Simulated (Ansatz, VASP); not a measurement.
Two plane-wave programs on Ti

```
Ti
1.0
     2.93858    0.00000    0.00000
    -1.46929    2.54489    0.00000
     0.00000    0.00000    4.65043
Ti
2
Direct
  0.33333 0.66667 0.25000
  0.66667 0.33333 0.75000
```

Alike in both runs: functional PBE; k mesh 18 × 18 × 10; occupations gaussian, width 0.1 eV; no spin polarisation.

Ansatz relaxed the structure, and its values are those at the end. VASP's run is a single point on that final structure, the one shown.

```csv
,VASP,Ansatz
version,VASP 6.6.1,Ansatz 0.2.0
potentials or method,"VASP PAW PBE potentials, release 64 (Ti_sv)","scalar-relativistic, plane waves, PAW"
plane-wave cutoff (eV),520,420
valence electrons in the cell,24,24
```

Ansatz gave:

| Property | Result |
| --- | --- |
| gap on the k mesh at the Fermi level (eV) | none |
| pressure (GPa) | 0.0 |

Problem. Which values does VASP return?

Solution. gap on the k mesh at the Fermi level (eV): none; pressure (GPa): -0.6.

A gap of «none» marks a metal or a gap that the smearing closes.
